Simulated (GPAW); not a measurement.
A run of GPAW 26.7.0 is set up as follows.

The input run.py:

```python
from ase.calculators.mixing import SumCalculator
from ase.filters import FrechetCellFilter
from ase.io import read, write
from ase.optimize import LBFGS
from dftd3.ase import DFTD3
from gpaw import GPAW, PW

atoms = read('Ag.xyz')

calc = GPAW(mode=PW(600),
            xc='PBE',
            kpts={'size': (11, 11, 11), 'gamma': True},
            occupations={'name': 'fermi-dirac', 'width': 0.05},
            nbands=18,
            convergence={'density': 1e-05, 'forces': 0.0001},
            maxiter=150,
            txt='gpaw.txt')
atoms.calc = SumCalculator([calc, DFTD3(method='pbe', damping='d3bj')])
opt = LBFGS(FrechetCellFilter(atoms), trajectory='relax.traj', logfile='-')
done = opt.run(fmax=0.05, steps=40)
calc.write('gs.gpw')
write('result.traj', atoms)
print('Converged:', done)
print('Cell:', atoms.cell.cellpar().round(4))
print('Volume:', round(atoms.get_volume(), 4))
print(atoms.get_scaled_positions().round(5))
```

The input Ag.xyz:

```xyz
1
Lattice="0.0000000000 2.0427500000 2.0427500000 2.0427500000 0.0000000000 2.0427500000 2.0427500000 2.0427500000 0.0000000000" Properties=species:S:1:pos:R:3 pbc="T T T"
Ag     0.0000000000      0.0000000000      0.0000000000
```

Potentials or basis: GPAW PAW data sets (gpaw-data 1.2.1), pw.

Run with:

```bash
$ OMP_NUM_THREADS=1 python run.py
```

Q: Predict the space group after relaxing (to 0.05 Å).

A: Fm-3m (No. 225).

Q: Estimate the relaxed volume.

A: 16.83 Å³/atom.

The path:
| step | energy change (eV) | largest force (eV/Å) | pressure (GPa) | volume (Å³) |
| --- | --- | --- | --- | --- |
| 1 | 0.0000 | 0.0000 | -1.38 | 17.05 |
| 2 | -0.0008 | 0.0000 | -0.71 | 16.94 |
| 3 | -0.0011 | 0.0000 | 0.02 | 16.83 |

Caveat: later steps reuse the first step's grids; pairwise dispersion overbinds metals, which lowers pressure and volume.
